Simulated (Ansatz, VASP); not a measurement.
One calculation of Zr, two programs

```
CELL_PARAMETERS angstrom
3.14397 0.00000 0.00000
-1.57198 2.72275 0.00000
0.00000 0.00000 5.08946
ATOMIC_POSITIONS crystal
Zr 0.33333 0.66667 0.25000
Zr 0.66667 0.33333 0.75000
```

Alike in both runs: task single point; functional LDA; k mesh 12 × 12 × 6; occupations gaussian, width 0.3 eV; no spin polarisation.

|  | VASP | Ansatz |
| --- | --- | --- |
| version | VASP 6.6.1 | Ansatz 0.2.0 |
| potentials or method | VASP PAW LDA potentials, release 64 (Zr_sv) | plane waves (420 eV) with PAW, scalar-relativistic |
| plane-wave cutoff (eV) | 520 | 420 |
| valence electrons in the cell | 24 | 24 |

Ansatz gave:

| Quantity | Value |
| --- | --- |
| pressure (GPa) | 0.1 |
| largest component of the traceless stress (GPa) | 0.06 |

What did VASP give for the same quantities?

Pressure (GPa): 0.2; largest component of the traceless stress (GPa): 0.10.

Ansatz warned: «pseudo_functional_mismatch».
